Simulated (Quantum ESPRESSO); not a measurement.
# Ni (Fm-3m) in Quantum ESPRESSO: a series of runs

One crystal, Ni, is run at these levels: LDA; tasks: phonons.

Program: Quantum ESPRESSO 7.5. These are calculated values, not measurements. Logs are shortened: lines on timing, memory, paths and dates and some standing lists are left out, and cuts for length are marked.

## (1) Starting point

It takes space group Fm-3m (No. 225, cubic). Conventional cell: a = 3.475 Å, b = 3.475 Å, c = 3.475 Å, α = 90.00°, β = 90.00°, γ = 90.00°. Ni (site symmetry m-3m) is surrounded by 12 Ni at 2.46 Å.

## (2) Phonons, LDA, collinear spin, ferromagnetic start

pw.in

```
&CONTROL
  calculation = 'scf'
  prefix = 'pwscf'
  outdir = './tmp'
  pseudo_dir = './pseudo'
  tprnfor = .true.
  tstress = .true.
  disk_io = 'low'
/
&SYSTEM
  ibrav = 0
  A = 2.45729921
  nat = 1
  ntyp = 1
  ecutwfc = 45
  ecutrho = 360
  nbnd = 18
  occupations = 'smearing'
  smearing = 'mv'
  degauss = 0.01469973
  nspin = 2
  starting_magnetization(1) = 0.0556
/
&ELECTRONS
  conv_thr = 2d-10
  electron_maxstep = 120
  mixing_beta = 0.3
/
ATOMIC_SPECIES
Ni    58.6934 ni_lda_v1.4.uspp.F.UPF
CELL_PARAMETERS alat
   0.0000000000    0.7071067805    0.7071067805
   0.7071067805    0.0000000000    0.7071067805
   0.7071067805    0.7071067805    0.0000000000
ATOMIC_POSITIONS alat
Ni     0.0000000000    0.0000000000    0.0000000000
K_POINTS automatic
11 11 11 0 0 0
```

relax.in

```
&CONTROL
  calculation = 'vc-relax'
  prefix = 'pwscf'
  outdir = './tmp'
  pseudo_dir = './pseudo'
  tprnfor = .true.
  tstress = .true.
  disk_io = 'low'
  nstep = 40
  forc_conv_thr = 0.0001
  etot_conv_thr = 1d-06
/
&SYSTEM
  ibrav = 0
  A = 2.45729921
  nat = 1
  ntyp = 1
  ecutwfc = 45
  ecutrho = 360
  nbnd = 18
  occupations = 'smearing'
  smearing = 'mv'
  degauss = 0.01469973
  nspin = 2
  starting_magnetization(1) = 0.0556
/
&ELECTRONS
  conv_thr = 2d-10
  electron_maxstep = 120
  mixing_beta = 0.3
/
&IONS
  ion_dynamics = 'bfgs'
/
&CELL
  cell_dynamics = 'bfgs'
  press = 0
  press_conv_thr = 0.2
/
ATOMIC_SPECIES
Ni    58.6934 ni_lda_v1.4.uspp.F.UPF
CELL_PARAMETERS alat
   0.0000000000    0.7071067805    0.7071067805
   0.7071067805    0.0000000000    0.7071067805
   0.7071067805    0.7071067805    0.0000000000
ATOMIC_POSITIONS alat
Ni     0.0000000000    0.0000000000    0.0000000000
K_POINTS automatic
11 11 11 0 0 0
```

scf2.in

```
&CONTROL
  calculation = 'scf'
  prefix = 'pwscf'
  outdir = './tmp'
  pseudo_dir = './pseudo'
  tprnfor = .true.
  tstress = .true.
  disk_io = 'low'
/
&SYSTEM
  ibrav = 0
  A = 2.42043836
  nat = 1
  ntyp = 1
  ecutwfc = 45
  ecutrho = 360
  nbnd = 18
  occupations = 'smearing'
  smearing = 'mv'
  degauss = 0.01469973
  nspin = 2
  starting_magnetization(1) = 0.0556
/
&ELECTRONS
  conv_thr = 1d-13
  electron_maxstep = 120
  mixing_beta = 0.3
  startingpot = 'file'
  startingwfc = 'file'
/
ATOMIC_SPECIES
Ni    58.6934 ni_lda_v1.4.uspp.F.UPF
CELL_PARAMETERS alat
   0.0000000000    0.7071067825    0.7071067825
   0.7071067825    0.0000000000    0.7071067825
   0.7071067825    0.7071067825    0.0000000000
ATOMIC_POSITIONS alat
Ni     0.0000000000    0.0000000000    0.0000000000
K_POINTS automatic
11 11 11 0 0 0
```

ph.in

```
phonons of Ni
&INPUTPH
  prefix = 'pwscf'
  outdir = './tmp'
  tr2_ph = 1d-18
  fildyn = 'dyn'
  niter_ph = 90
  alpha_mix(1) = 0.4
/
0.5303300859 0.5303300859 0.0000000000
```

Potentials or basis: GBRV 1.5 LDA.

Run with:

```sh
$ OMP_NUM_THREADS=1 mpirun -n 4 pw.x -nk 4 -in pw.in > pw.out
$ OMP_NUM_THREADS=1 mpirun -n 4 pw.x -nk 4 -in relax.in > relax.out
$ OMP_NUM_THREADS=1 mpirun -n 4 pw.x -nk 4 -in scf2.in > scf2.out
$ OMP_NUM_THREADS=1 mpirun -n 4 ph.x -nk 4 -in ph.in > ph.out
```

pw.out:

```text
This program is part of the open-source Quantum ESPRESSO suite
     for quantum simulation of materials; please cite
         "P. Giannozzi et al., J. Phys.:Condens. Matter 21 395502 (2009);
         "P. Giannozzi et al., J. Phys.:Condens. Matter 29 465901 (2017);
         "P. Giannozzi et al., J. Chem. Phys. 152 154105 (2020);
     in publications or presentations arising from this work. More details at

     Message from routine setup:
     using ibrav=0 with symmetry is DISCOURAGED, use correct ibrav instead

     K-points division:     npool     =       4
     Subspace diagonalization in iterative solution of the eigenvalue problem:
     a serial algorithm will be used

     G-vector sticks info
     --------------------
     sticks:   dense  smooth     PW     G-vecs:    dense   smooth      PW
     Sum         535     265     91                 8099     2891     609

     Using Slab Decomposition

     bravais-lattice index     =            0
     lattice parameter (alat)  =       4.6436  a.u.
     unit-cell volume          =      70.8037 (a.u.)^3
     number of atoms/cell      =            1
     number of atomic types    =            1
     number of electrons       =        18.00
     number of Kohn-Sham states=           18
     kinetic-energy cutoff     =      45.0000  Ry
     charge density cutoff     =     360.0000  Ry
     scf convergence threshold =      2.0E-10
     mixing beta               =       0.3000
     number of iterations used =            8  plain     mixing
     Exchange-correlation=  SLA  PZ   NOGX NOGC
                           (   1   1   0   0   0   0   0)

     celldm(1)=   4.643623  celldm(2)=   0.000000  celldm(3)=   0.000000
     celldm(4)=   0.000000  celldm(5)=   0.000000  celldm(6)=   0.000000

     crystal axes: (cart. coord. in units of alat)
               a(1) = (   0.000000   0.707107   0.707107 )
               a(2) = (   0.707107   0.000000   0.707107 )
               a(3) = (   0.707107   0.707107   0.000000 )

     reciprocal axes: (cart. coord. in units 2 pi/alat)
               b(1) = ( -0.707107  0.707107  0.707107 )
               b(2) = (  0.707107 -0.707107  0.707107 )
               b(3) = (  0.707107  0.707107 -0.707107 )

     PseudoPot. # 1 for Ni read from file:
     ni_lda_v1.4.uspp.F.UPF
     Pseudo is Ultrasoft + core correction, Zval = 18.0
     Generated by new atomic code, or converted to UPF format
     Using radial grid of  865 points,  6 beta functions with:
                l(1) =   0
                l(2) =   0
                l(3) =   1
                l(4) =   1
                l(5) =   2
                l(6) =   2
     Q(r) pseudized with 10 coefficients,  rinner =    0.980   0.980   0.980
                                                       0.980   0.980

     atomic species   valence    mass     pseudopotential
     Ni               18.00    58.69340     Ni( 1.00)

     Starting magnetic structure
     atomic species   magnetization
     Ni              0.056

     48 Sym. Ops., with inversion, found

   Cartesian axes

     site n.     atom                  positions (alat units)
         1        Ni     tau(   1) = (   0.0000000   0.0000000   0.0000000  )

     number of k points=    56  Marzari-Vanderbilt smearing, width (Ry)=  0.0147
                       cart. coord. in units 2pi/alat
        k(    1) = (   0.0000000   0.0000000   0.0000000), wk =   0.0007513
        k(    2) = (   0.0642824   0.0642824  -0.0642824), wk =   0.0060105
        k(    3) = (   0.1285649   0.1285649  -0.1285649), wk =   0.0060105
        k(    4) = (   0.1928473   0.1928473  -0.1928473), wk =   0.0060105
        k(    5) = (   0.2571297   0.2571297  -0.2571297), wk =   0.0060105
        k(    6) = (   0.3214122   0.3214122  -0.3214122), wk =   0.0060105
[... 48 lines left out ...]
        k(   55) = (  -0.0642824  -0.4499770   0.7071068), wk =   0.0180316
        k(   56) = (   0.0000000  -0.3856946   0.6428243), wk =   0.0180316

     Dense  grid:     8099 G-vectors     FFT dimensions: (  30,  30,  30)

     Smooth grid:     2891 G-vectors     FFT dimensions: (  20,  20,  20)

     Check: negative core charge=   -0.000008
     Generating pointlists ...
     new r_m :   0.4125 (alat units)  1.9155 (a.u.) for type    1

     Initial potential from superposition of free atoms

     starting charge      16.0000, renormalised to      18.0000
     Starting wfcs are   13 randomized atomic wfcs +    5 random wfcs

     Self-consistent Calculation

     iteration #  1     ecut=    45.00 Ry     beta= 0.30
     Davidson diagonalization with overlap
     ethr =  1.00E-02,  avg # of iterations =  5.5

     total energy              =    -336.71816761 Ry
     estimated scf accuracy    <      31.44099673 Ry

     total magnetization       =     0.22 Bohr mag/cell
     absolute magnetization    =     0.23 Bohr mag/cell

     iteration #  2     ecut=    45.00 Ry     beta= 0.30
     Davidson diagonalization with overlap
     ethr =  1.00E-02,  avg # of iterations =  2.6

     total energy              =    -342.96714701 Ry
     estimated scf accuracy    <       1.14284535 Ry

     total magnetization       =     0.45 Bohr mag/cell
     absolute magnetization    =     0.50 Bohr mag/cell

     iteration #  3     ecut=    45.00 Ry     beta= 0.30
     Davidson diagonalization with overlap
     ethr =  6.35E-03,  avg # of iterations =  1.3

     total energy              =    -343.18792872 Ry
     estimated scf accuracy    <       0.04585607 Ry

     total magnetization       =     0.62 Bohr mag/cell
     absolute magnetization    =     0.68 Bohr mag/cell

     iteration #  4     ecut=    45.00 Ry     beta= 0.30
     Davidson diagonalization with overlap
     ethr =  2.55E-04,  avg # of iterations =  2.2

     total energy              =    -343.19749310 Ry
     estimated scf accuracy    <       0.00972164 Ry

     total magnetization       =     0.58 Bohr mag/cell
     absolute magnetization    =     0.65 Bohr mag/cell

     iteration #  5     ecut=    45.00 Ry     beta= 0.30
     Davidson diagonalization with overlap
     ethr =  5.40E-05,  avg # of iterations =  1.9

     total energy              =    -343.19930472 Ry
     estimated scf accuracy    <       0.00022273 Ry
[... 28 lines left out ...]
     total energy              =    -343.19930929 Ry
     estimated scf accuracy    <       0.00000004 Ry

     total magnetization       =     0.58 Bohr mag/cell
     absolute magnetization    =     0.66 Bohr mag/cell

     iteration #  9     ecut=    45.00 Ry     beta= 0.30
     Davidson diagonalization with overlap
     ethr =  2.49E-10,  avg # of iterations =  1.0

     total energy              =    -343.19930930 Ry
     estimated scf accuracy    <          1.2E-09 Ry

     total magnetization       =     0.58 Bohr mag/cell
     absolute magnetization    =     0.66 Bohr mag/cell

     iteration # 10     ecut=    45.00 Ry     beta= 0.30
     Davidson diagonalization with overlap
     ethr =  6.88E-12,  avg # of iterations =  2.0

     total energy              =    -343.19930930 Ry
     estimated scf accuracy    <          2.9E-09 Ry

     total magnetization       =     0.58 Bohr mag/cell
     absolute magnetization    =     0.66 Bohr mag/cell

     iteration # 11     ecut=    45.00 Ry     beta= 0.30
     Davidson diagonalization with overlap
     ethr =  6.88E-12,  avg # of iterations =  1.9

     Magnetic moment per site  (integrated on atomic sphere of radius R)
     atom   1 (R=0.412)  charge= 16.6802  magn=  0.6158

     End of self-consistent calculation

     Number of k-points >= 100: set verbosity='high' to print the bands.

     the Fermi energy is    18.2523 ev

!    total energy              =    -343.19930930 Ry
     estimated scf accuracy    <          5.5E-12 Ry
     smearing contrib. (-TS)   =      -0.00021171 Ry
     internal energy E=F+TS    =    -343.19909759 Ry

     The total energy is F=E-TS. E is the sum of the following terms:
     one-electron contribution =    -187.49810605 Ry
     hartree contribution      =     105.57265635 Ry
     xc contribution           =     -35.07011679 Ry
     ewald contribution        =    -226.20353110 Ry

     total magnetization       =     0.58 Bohr mag/cell
     absolute magnetization    =     0.66 Bohr mag/cell

     convergence has been achieved in  11 iterations

     Forces acting on atoms (cartesian axes, Ry/au):

     atom    1 type  1   force =     0.00000000    0.00000000    0.00000000

     Total force =     0.000000     Total SCF correction =     0.000000

     Computing stress (Cartesian axis) and pressure

          total   stress  (Ry/bohr**3)                   (kbar)     P=     -107.00
  -0.00072740   0.00000000   0.00000000         -107.00        0.00        0.00
   0.00000000  -0.00072740   0.00000000            0.00     -107.00        0.00
   0.00000000   0.00000000  -0.00072740            0.00        0.00     -107.00

=------------------------------------------------------------------------------=
   JOB DONE.
=------------------------------------------------------------------------------=
```

relax.out:

```text
This program is part of the open-source Quantum ESPRESSO suite
     for quantum simulation of materials; please cite
         "P. Giannozzi et al., J. Phys.:Condens. Matter 21 395502 (2009);
         "P. Giannozzi et al., J. Phys.:Condens. Matter 29 465901 (2017);
         "P. Giannozzi et al., J. Chem. Phys. 152 154105 (2020);
[... 1035 lines left out ...]
  -0.00000000  -0.00001907   0.00000000           -0.00       -2.80        0.00
   0.00000000  -0.00000000  -0.00001907            0.00       -0.00       -2.80

=------------------------------------------------------------------------------=
   JOB DONE.
=------------------------------------------------------------------------------=
```

It took 2.8 min on 4 MPI ranks of Arm Neoverse V1, shared host; peak memory 0.36 GiB.

What came out:

```yaml
Free_energy: -4669.4801 eV
Relaxed_volume: 10.03 Å³/atom
Relaxed_cell: a = 2.420 Å, b = 2.420 Å, c = 2.420 Å, α = 60.00°, β = 60.00°, γ = 60.00°
Space_group_after_relaxing_to_0.05_Å: Fm-3m (No. 225)
Pressure_after_relaxing: -0.3 GPa
Band_gap_on_the_k_mesh: none (metal or under the smearing width)
Net_moment: 0.58 μB per cell
Absolute_moment: 0.65 μB per cell
Site_moments: Ni +0.61 μB
Valence_electrons_inside_the_program's_atomic_spheres: Ni 16.68
Highest_phonon_frequency_at_the_q_point_run: 299 cm⁻¹
```

The path:
```
step  energy change (eV)  largest force (eV/Å)  pressure (GPa)  volume (Å³)
   1              0.0000                0.0000          -10.70        10.49
   2             -0.0153                0.0000            2.55         9.93
   3             -0.0161                0.0000           -0.17        10.03
   4             -0.0161                0.0000           -0.01        10.03
```

Final structure:
```xyz
1
Lattice="0.0000 1.7115 1.7115 1.7115 0.0000 1.7115 1.7115 1.7115 0.0000" Properties=species:S:1:pos:R:3 pbc="T T T"
Ni    0.0000    0.0000    0.0000
```

Phonon frequencies in cm⁻¹ (negative: imaginary):
| q point | frequencies |
| --- | --- |
| (0.375, 0.375, 0.750) | 215 279 299 |

Phonon modes at q = (0.375, 0.375, 0.750) in reciprocal lattice units:
```tsv
mode	symmetry	cm⁻¹
1	B_1	215
2	A_1	279
3	B_2	299
```

Caveat: the mesh is thin for the phonons of a metal; the q point doesn't lie on the k mesh, which can shift a metal's frequencies strongly unless the mesh is converged.

## (3) Phonons, LDA, collinear spin, ferromagnetic start

pw.in is that of step 2.

relax.in is that of step 2.

scf2.in is that of step 2.

Edit ph.in of step 2 so:

```diff
@@ -9,2 +9,2 @@
 /
-0.5303300859 0.5303300859 0.0000000000
+0.3535533906 0.3535533906 0.3535533906
```

Potentials or basis: GBRV 1.5 LDA.

Run with:

```sh
$ OMP_NUM_THREADS=1 mpirun -n 4 pw.x -nk 4 -in pw.in > pw.out
$ OMP_NUM_THREADS=1 mpirun -n 4 pw.x -nk 4 -in relax.in > relax.out
$ OMP_NUM_THREADS=1 mpirun -n 4 pw.x -nk 4 -in scf2.in > scf2.out
$ OMP_NUM_THREADS=1 mpirun -n 4 ph.x -nk 4 -in ph.in > ph.out
```

pw.out:

```text
This program is part of the open-source Quantum ESPRESSO suite
     for quantum simulation of materials; please cite
[... 6 lines left out ...]
     using ibrav=0 with symmetry is DISCOURAGED, use correct ibrav instead

     K-points division:     npool     =       4
     Subspace diagonalization in iterative solution of the eigenvalue problem:
     a serial algorithm will be used

     G-vector sticks info
     --------------------
     sticks:   dense  smooth     PW     G-vecs:    dense   smooth      PW
     Sum         535     265     91                 8099     2891     609

     Using Slab Decomposition

     bravais-lattice index     =            0
     lattice parameter (alat)  =       4.6436  a.u.
     unit-cell volume          =      70.8037 (a.u.)^3
     number of atoms/cell      =            1
     number of atomic types    =            1
     number of electrons       =        18.00
     number of Kohn-Sham states=           18
     kinetic-energy cutoff     =      45.0000  Ry
     charge density cutoff     =     360.0000  Ry
[... 223 lines left out ...]
     ethr =  6.88E-12,  avg # of iterations =  1.9

     Magnetic moment per site  (integrated on atomic sphere of radius R)
     atom   1 (R=0.412)  charge= 16.6802  magn=  0.6158

     End of self-consistent calculation

     Number of k-points >= 100: set verbosity='high' to print the bands.

     the Fermi energy is    18.2523 ev

!    total energy              =    -343.19930930 Ry
     estimated scf accuracy    <          5.5E-12 Ry
     smearing contrib. (-TS)   =      -0.00021171 Ry
     internal energy E=F+TS    =    -343.19909759 Ry

     The total energy is F=E-TS. E is the sum of the following terms:
     one-electron contribution =    -187.49810605 Ry
     hartree contribution      =     105.57265635 Ry
     xc contribution           =     -35.07011679 Ry
     ewald contribution        =    -226.20353110 Ry

     total magnetization       =     0.58 Bohr mag/cell
     absolute magnetization    =     0.66 Bohr mag/cell

     convergence has been achieved in  11 iterations

     Forces acting on atoms (cartesian axes, Ry/au):

     atom    1 type  1   force =     0.00000000    0.00000000    0.00000000

     Total force =     0.000000     Total SCF correction =     0.000000

     Computing stress (Cartesian axis) and pressure

          total   stress  (Ry/bohr**3)                   (kbar)     P=     -107.00
  -0.00072740   0.00000000   0.00000000         -107.00        0.00        0.00
   0.00000000  -0.00072740   0.00000000            0.00     -107.00        0.00
   0.00000000   0.00000000  -0.00072740            0.00        0.00     -107.00

=------------------------------------------------------------------------------=
   JOB DONE.
=------------------------------------------------------------------------------=
```

relax.out:

```text
This program is part of the open-source Quantum ESPRESSO suite
     for quantum simulation of materials; please cite
[... 6 lines left out ...]
     using ibrav=0 with symmetry is DISCOURAGED, use correct ibrav instead

     K-points division:     npool     =       4
[... 1028 lines left out ...]
  -0.00001907   0.00000000   0.00000000           -2.80        0.00        0.00
  -0.00000000  -0.00001907   0.00000000           -0.00       -2.80        0.00
   0.00000000  -0.00000000  -0.00001907            0.00       -0.00       -2.80

=------------------------------------------------------------------------------=
   JOB DONE.
=------------------------------------------------------------------------------=
```

Wall time 57 s (4 MPI ranks of Arm Neoverse V1, shared host); peak memory 0.36 GiB.

Results:

| Item | Value |
| --- | --- |
| Free energy | -4669.4801 eV |
| Relaxed volume | 10.03 Å³/atom |
| Relaxed cell | a = 2.420 Å, b = 2.420 Å, c = 2.420 Å, α = 60.00°, β = 60.00°, γ = 60.00° |
| Space group after relaxing (to 0.05 Å) | Fm-3m (No. 225) |
| Pressure after relaxing | -0.3 GPa |
| Band gap on the k mesh | none (metal or under the smearing width) |
| Net moment | 0.58 μB per cell |
| Absolute moment | 0.65 μB per cell |
| Site moments | Ni +0.61 μB |
| Valence electrons inside the program's atomic spheres | Ni 16.68 |
| Highest phonon frequency at the q point run | 353 cm⁻¹ |

The path:
| step | energy change (eV) | largest force (eV/Å) | pressure (GPa) | volume (Å³) |
| --- | --- | --- | --- | --- |
| 1 | 0.0000 | 0.0000 | -10.70 | 10.49 |
| 2 | -0.0153 | 0.0000 | 2.55 | 9.93 |
| 3 | -0.0161 | 0.0000 | -0.17 | 10.03 |
| 4 | -0.0161 | 0.0000 | -0.01 | 10.03 |

Final structure:
```xyz
1
Lattice="0.0000 1.7115 1.7115 1.7115 0.0000 1.7115 1.7115 1.7115 0.0000" Properties=species:S:1:pos:R:3 pbc="T T T"
Ni    0.0000    0.0000    0.0000
```

Levels at points of the mesh, in eV from the Fermi level:
Spin up:
```tsv
k point	band 7	band 8	band 9	band 10	band 11	band 12
(0.00, 0.00, 0.00)	-2.63	-2.63	-1.35	-1.35	24.18	28.64
```
Spin down:
| k point | band 5 | band 6 | band 7 | band 8 | band 9 | band 10 | band 11 | band 12 | band 13 | band 14 |
| --- | --- | --- | --- | --- | --- | --- | --- | --- | --- | --- |
| (0.00, 0.00, 0.00) | -9.69 | -1.98 | -1.98 | -1.98 | -0.71 | -0.71 | 24.14 | 28.67 | 28.67 | 28.67 |

Phonon frequencies in cm⁻¹ (negative: imaginary):
```
              q point  frequencies
(0.500, 0.500, 0.500)  170 170 353
```

Phonon modes at q = (0.500, 0.500, 0.500) in reciprocal lattice units:
```
mode  symmetry  cm⁻¹
   1       E_u   170
   2       E_u   170
   3      A_2u   353
```

Caveat: the mesh is thin for the phonons of a metal; the q point doesn't lie on the k mesh, which can shift a metal's frequencies strongly unless the mesh is converged.

(Part 1 of 2 ends here.)
